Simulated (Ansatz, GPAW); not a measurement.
**One calculation of Sn, 3 ways**

```xyz
2
Lattice="-2.9401 2.9401 1.5993 2.9401 -2.9401 1.5993 2.9401 2.9401 -1.5993" Properties=species:S:1:pos:R:3 pbc="T T T"
Sn    0.0000    0.0000    0.0000
Sn    0.0000    2.9401    0.7997
```

Alike in all runs: task single point; functional PBE; k mesh 9 × 9 × 9; occupations gaussian, width 0.016 eV; no spin polarisation; no spin-orbit coupling. Pressure is positive in compression and, in plane waves, holds the error of the finite cutoff, which Ansatz's Pulay term estimates and takes out.

| program and potentials | plane-wave cutoff (eV) | notes | pressure (GPa) |
| --- | --- | --- | --- |
| Ansatz, Ansatz PAW | 420 | Pulay term of +0.03 GPa included | 1.42 |
| GPAW, GPAW PAW data sets (gpaw-data 1.2.1) | 600 | - | 1.14 |
| Ansatz, all-electron LAPW, scalar-relativistic | - | - | ? |

Estimate from the other rows what the run with Ansatz, all-electron LAPW, scalar-relativistic gave.

Pressure 1.43 GPa. The other rows, which needn't bracket it: pressure 1.14 to 1.42.
